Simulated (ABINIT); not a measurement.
Runs of ABINIT 10.8.3 (patched build) on CdF2. Symmetry: Fm-3m, No. 225, cubic system. The conventional cell has a = 5.388 Å, b = 5.388 Å, c = 5.388 Å, α = 90.00°, β = 90.00°, γ = 90.00°. Cd (site symmetry m-3m) has 8 F at 2.33 Å as nearest neighbours. Around F (site symmetry -43m) lie 4 Cd at 2.33 Å. 

```csv
task,level,potentials or basis,cell,k mesh,cutoff (eV),smearing,cutoff smearing ecutsm (Ha),stop of the response cycle (tolvrs),q points,q points (reduced),cell freedom (optcell),gap on the mesh (eV),pressure (GPa)
phonons at a zone-boundary q,PBE,PseudoDojo NC SR PBE v0.4.1 standard,cell relaxed at zero pressure by an earlier run,"4 × 4 × 4, with 4 shifts",1442,fixed,0.5,1e-08,["L"],"[[0.5, 0.5, 0.5]]",-,-,0.0
relaxation of cell and atoms,PBE,PseudoDojo NC SR PBE v0.4.1 standard,relaxed,7 × 7 × 7,1442,fermi-dirac 0.05 eV,0.5,-,-,-,2,3.00,0.0
one-shot levels of the hybrid HSE06,LDA,PseudoDojo NC SR LDA v0.4.1 standard,as given,6 × 6 × 6,1252,fixed,-,-,-,-,-,2.84,-
single point,LDA,PseudoDojo NC SR LDA v0.4.1 standard,as given,7 × 7 × 7,1252,fermi-dirac 0.05 eV,-,-,-,-,-,2.88,-
single point,PBE,PseudoDojo NC SR PBE v0.4.1 standard,cell relaxed,7 × 7 × 7,1442,fermi-dirac 0.05 eV,-,-,-,-,-,3.00,0.0
positron lifetime,LDA,JTH PAW LDA v2.0,as given,6 × 6 × 6,517,fermi-dirac 0.05 eV,-,-,-,-,-,(a),-
one-shot levels of the hybrid HSE03,PBE,PseudoDojo NC SR PBE v0.4.1 standard,as given,6 × 6 × 6,1252,fixed,-,-,-,-,-,3.14,-
```

Alike in all rows: no spin polarisation.

Q: Fill in the values left out.

A: (a) 2.80.

Caveats: an odd mesh through Γ misses points on the zone boundary, where band edges often lie (some runs); Libxc's HSE differs a little from that of other programs (some runs); this build's HSE levels may be imprecise (some runs); the PAW basis is incomplete for the positron (some runs).

A k mesh can miss the band edges, and the runs leave out spin-orbit coupling on Cd.

The runs don't all hold the same shells in valence.
